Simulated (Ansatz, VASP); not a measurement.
**One calculation of NaCl, two programs**

```
Na Cl
1.0
     2.91609    0.00000    0.00000
     0.00000    2.91609    0.00000
     0.00000    0.00000    2.91609
Na Cl
1 1
Direct
  0.00000 0.00000 0.00000
  0.50000 0.50000 0.50000
```

Change from the starting cell: volume scaled by 1.06.

Alike in both runs: task single point; functional PBEsol; k mesh 9 × 9 × 9; occupations fermi-dirac, width 0.03 eV; no spin polarisation.

|  | VASP | Ansatz |
| --- | --- | --- |
| version | VASP 6.6.1 | Ansatz 0.2.0 |
| potentials or method | VASP PAW PBE potentials, release 64 (Na_pv, Cl), cutoff 520 eV | all-electron LAPW, scalar-relativistic |

|  | VASP | Ansatz | Ansatz less VASP |
| --- | --- | --- | --- |
| gap on the k mesh at the Fermi level (eV) | 4.76 | 4.71 | -0.051 |
| pressure (GPa) | 47.0 | 46.5 | -0.48 |

Ansatz ran all-electron here, so the differences hold the error of VASP's frozen core and of both bases.

Caveats: so large a pressure means that the cell lies far from this level's equilibrium, or that cutoff or potentials fall short (VASP); the potentials were made for another functional, which shifts forces and pressure (VASP); an odd mesh through Γ misses points on the zone boundary, where band edges often lie.
